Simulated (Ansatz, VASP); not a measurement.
**CdS (Hawleyite): VASP beside Ansatz**

```
Cd S
1.0
     0.00000    2.91650    2.91650
     2.91650    0.00000    2.91650
     2.91650    2.91650    0.00000
Cd S
1 1
Direct
  0.00000 0.00000 0.00000
  0.75000 0.75000 0.75000
```

Alike in both runs: task relaxation of cell and atoms; functional BLYP; k mesh 8 × 8 × 8; occupations fermi-dirac, width 0.05 eV; no spin polarisation.

|  | VASP | Ansatz |
| --- | --- | --- |
| version | VASP 6.6.1 | Ansatz 0.2.0 |
| potentials or method | VASP PAW PBE potentials, release 64 (Cd, S), cutoff 600 eV | all-electron LAPW, scalar-relativistic |

VASP gave:

* relaxed volume (Å³/atom): 27.64
* relaxed cell length with the largest relative difference (Å): 4.276
* energy change over the relaxation (meV/atom): -52

Question: What did Ansatz give for the same quantities?

Answer: Relaxed volume (Å³/atom): 27.52; relaxed cell length with the largest relative difference (Å): 4.270; energy change over the relaxation (meV/atom): -47.

Ansatz ran all-electron here, so the differences hold the error of VASP's frozen core and of both bases.

Caveats: the volume moved by +11 % from the deposited cell, more than functionals usually miss; the PAW data sets were made with another functional, which shifts forces and pressure a little (VASP). BLYP gives volumes clearly too large for solids. Zero-point motion and thermal expansion aren't in these numbers.
